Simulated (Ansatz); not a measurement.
## Deforming SrO

```yaml
crystal:
  lattice:
    - [0.00000, 2.56980, 2.56980]
    - [2.56980, 0.00000, 2.56980]
    - [2.56980, 2.56980, 0.00000]
  atoms:
    - { symbol: Sr, position: [0.00000, 0.00000, 0.00000] }
    - { symbol: O, position: [0.50000, 0.50000, 0.50000] }
```

Atom numbers follow the list: Sr1, O2.

The conventional cell has a = 5.140 Å, b = 5.140 Å, c = 5.140 Å, α = 90.00°, β = 90.00°, γ = 90.00°. Sr (atom 1) has 6 O at 2.57 Å as nearest neighbours. O (atom 2) has 6 Sr at 2.57 Å as nearest neighbours.

The cell is COD entry 1100027, as deposited and not checked against the literature; nothing was relaxed. It is an old determination, and later ones may differ.

Level of theory: DFT, PBEsol, all-electron LAPW, scalar-relativistic in Ansatz 0.2.0.

Sampling and basis: a Γ-centred 8×8×8 k mesh, Fermi–Dirac smearing of 0.03 eV, basis error target 0.5 meV/atom, no spin polarisation.

The unchanged cell is at -0.92 GPa.

Semilocal functionals give too small gaps.

x, y and z are the Cartesian axes of the cell as listed; fractional coordinates follow a strain, and an engineering shear is twice the off-diagonal strain component.

**Question.** One change gave: energy change under 1 meV/atom; stress change (xx, yy, zz, yz, xz, xy) 0.00, 0.00, 0.00, -0.56, -0.56, -0.56 GPa, compression positive; gap on the k mesh 3.20 → 3.19 eV. Which change was it?
A. equal xy, yz and zx engineering shear strains of +1 %
B. equal xy, yz and zx engineering shear strains of -2 %
C. equal xy, yz and zx engineering shear strains of +2 %
D. equal xy, yz and zx engineering shear strains of -1 %

**Answer.** A. For equal xy, yz and zx engineering shear strains of -2 %: energy change +3 meV/atom; stress change (xx, yy, zz, yz, xz, xy) -0.01, -0.01, -0.01, 1.04, 1.04, 1.04 GPa, compression positive; gap on the k mesh 3.20 → 3.15 eV. For equal xy, yz and zx engineering shear strains of -1 %: energy change under 1 meV/atom; stress change (xx, yy, zz, yz, xz, xy) 0.00, 0.00, 0.00, 0.53, 0.53, 0.53 GPa, compression positive; gap on the k mesh 3.20 → 3.18 eV. For equal xy, yz and zx engineering shear strains of +2 %: energy change +4 meV/atom; stress change (xx, yy, zz, yz, xz, xy) -0.01, -0.01, -0.01, -1.16, -1.16, -1.16 GPa, compression positive; gap on the k mesh 3.20 → 3.17 eV.
